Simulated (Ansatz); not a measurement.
**H started on an O site next to O started in the widest void in cubic perovskite BaTiO3, 41 atoms, charge +1**

All numbers come from Ansatz (PAW, plane waves, no spin–orbit coupling) at the single k point (¼, ¼, ¼) without its symmetry partners. The atoms were relaxed with PBEsol in a fixed cell; other functionals are single points on those atoms unless said otherwise. The valence top and gap of the host come from its small cell on a dense mesh, with the band extrema sought between the mesh points, lined up by the mean potential, PBEsol gap 1.81 eV, r²SCAN gap 2.22 eV. The charge correction uses an assumed dielectric constant of 300.

Relaxed structure:

```yaml
crystal:
  lattice:
    - [7.94042, 0.00000, 0.00000]
    - [0.00000, 7.94042, 0.00000]
    - [0.00000, 0.00000, 7.94042]
  atoms:
    - { symbol: Ba, position: [0.98369, 0.99377, 0.99861] }
    - { symbol: Ba, position: [0.98932, 0.99483, 0.49741] }
    - { symbol: Ba, position: [0.98466, 0.49852, 0.99847] }
    - { symbol: Ba, position: [0.98952, 0.49903, 0.49706] }
    - { symbol: Ba, position: [0.49077, 0.99348, 0.99611] }
    - { symbol: Ba, position: [0.49530, 0.98220, 0.49489] }
    - { symbol: Ba, position: [0.49062, 0.49928, 0.99551] }
    - { symbol: Ba, position: [0.49690, 0.51372, 0.49407] }
    - { symbol: Ti, position: [0.23390, 0.24018, 0.23943] }
    - { symbol: Ti, position: [0.22564, 0.23979, 0.76638] }
    - { symbol: Ti, position: [0.23417, 0.74011, 0.23956] }
    - { symbol: Ti, position: [0.23351, 0.73952, 0.74256] }
    - { symbol: Ti, position: [0.73004, 0.24207, 0.24175] }
    - { symbol: Ti, position: [0.72920, 0.24193, 0.73644] }
    - { symbol: Ti, position: [0.73737, 0.74196, 0.24096] }
    - { symbol: Ti, position: [0.73690, 0.74137, 0.74410] }
    - { symbol: O, position: [0.24605, 0.25262, 0.00175] }
    - { symbol: O, position: [0.24325, 0.75261, 0.00413] }
    - { symbol: O, position: [0.24405, 0.75235, 0.50502] }
    - { symbol: O, position: [0.73868, 0.25244, 0.00484] }
    - { symbol: O, position: [0.74629, 0.25268, 0.50330] }
    - { symbol: O, position: [0.74497, 0.75181, 0.00274] }
    - { symbol: O, position: [0.74519, 0.75202, 0.50356] }
    - { symbol: O, position: [0.00123, 0.25228, 0.25325] }
    - { symbol: O, position: [0.99531, 0.25242, 0.75260] }
    - { symbol: O, position: [0.99616, 0.75248, 0.25128] }
    - { symbol: O, position: [0.99505, 0.75222, 0.75213] }
    - { symbol: O, position: [0.49433, 0.25307, 0.25813] }
    - { symbol: O, position: [0.48977, 0.25244, 0.73567] }
    - { symbol: O, position: [0.49789, 0.75193, 0.24925] }
    - { symbol: O, position: [0.49684, 0.75223, 0.75206] }
    - { symbol: O, position: [0.24555, 0.00654, 0.25043] }
    - { symbol: O, position: [0.24133, 0.00682, 0.75445] }
    - { symbol: O, position: [0.24498, 0.50479, 0.25057] }
    - { symbol: O, position: [0.24201, 0.50421, 0.75351] }
    - { symbol: O, position: [0.74413, 0.00493, 0.25183] }
    - { symbol: O, position: [0.74257, 0.00585, 0.75074] }
    - { symbol: O, position: [0.74498, 0.50499, 0.25164] }
    - { symbol: O, position: [0.74301, 0.50443, 0.75084] }
    - { symbol: O, position: [0.24594, 0.25358, 0.50306] }
    - { symbol: H, position: [0.36527, 0.25100, 0.53771] }
```

Chemical potentials μ are those of reference phases of the elements at zero temperature by the same functional (the usual solids, diamond for C, grey Sn, and the molecules H2, N2, O2, F2, Cl2, Br2 and S8).

| functional | E(defect) − E(host) − Σ nμ + q·E_VBM (eV) | monopole (eV) | alignment (eV) | formation energy at E_F = VBM (eV) | moment (μB) | wall time, shared host |
| --- | --- | --- | --- | --- | --- | --- |
| PBEsol | -1.40 | 0.01 | -0.06 | -1.45 | 0 (no spin) | 2.1 min on 8 threads of Platinum 8488C (relaxation) |

Estimate the formation energy and moment that r²SCAN gives on these atoms.

-1.45 eV at E_F = VBM (-1.40 eV before the monopole term 0.01 eV and the alignment -0.06 eV), moment 0 (no spin).

How does the monopole term follow by hand for this cubic cell?

q²·α·e²/(4πε₀)/(2εL) with the Madelung constant α = 2.837 and e²/4πε₀ = 14.40 eV·Å: 1 × 2.837 × 14.40 / (2 × 300 × 7.940) = 0.01 eV.

r²SCAN one-electron levels near the gap (the ten most localised at most), from the host's valence top, not corrected for the charge's images:

| level (eV) | spin | filling | atoms sharing it | element of the atom with most weight |
| --- | --- | --- | --- | --- |
| -0.24 | both | 2.00 | 17.6 | spread |
| -0.20 | both | 2.00 | 20.2 | spread |
| -0.15 | both | 2.00 | 14.7 | spread |
| -0.14 | both | 2.00 | 15.8 | spread |

All elements are taken at their own reference at once; growth conditions in equilibrium with the host shift these energies, by up to the host's formation enthalpy.

The ideal cubic host may itself distort, and that gain is in these energies.

One k point and a cell of this size can leave errors of several tenths of an eV in such numbers.
